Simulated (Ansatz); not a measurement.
Data:

InCuS2 (chalcopyrite)

```
CELL_PARAMETERS angstrom
     -2.78850     2.78850     5.61719
      2.78850    -2.78850     5.61719
      2.78850     2.78850    -5.61719
ATOMIC_POSITIONS crystal
  Cu 0.75000 0.25000 0.50000
  Cu 0.00000 0.00000 0.00000
  In 0.25000 0.75000 0.50000
  In 0.50000 0.50000 0.00000
  S  0.09504 0.12500 0.47004
  S  0.65496 0.62500 0.52996
  S  0.37500 0.90496 0.02996
  S  0.87500 0.34504 0.97004
```

Equation-of-state scan: isotropic scaling of the cell above, V₀ being its volume. The atoms relax within the cell's symmetry.

Level of theory: PBE (plane waves to 420 eV, PAW, scalar-relativistic; Ansatz, a quantum-chemistry and plane-wave program). k mesh 8×8×8 (Γ-centred), Fermi-Dirac smearing 0.05 eV. E stands for the smeared free energy. Compression counts positive. With the shape held, the modulus is that of even scaling; a crystal free to change shape is softer. At this level the bands of InCuS2 touch or barely overlap; measurements give the solid a gap. InCuS2 is run without spin polarisation. InCuS2 was relaxed with its symmetry unable to fall. ΔE is measured from the relaxed starting cell.

The scan covers V/V₀ from 0.940 to 1.060 in 13 points.

Question: What is ΔE at V/V₀ = 1.060?

Answer: 14 meV/atom.

Question: What is ΔE at V/V₀ = 0.940?

Answer: 18 meV/atom.

Question: What pressure does the cell carry at V/V₀ = 0.940?

Answer: 4.7 GPa.

(A scan under strain: stresses follow from slopes of the energy per volume, elastic moduli from its curvatures.)
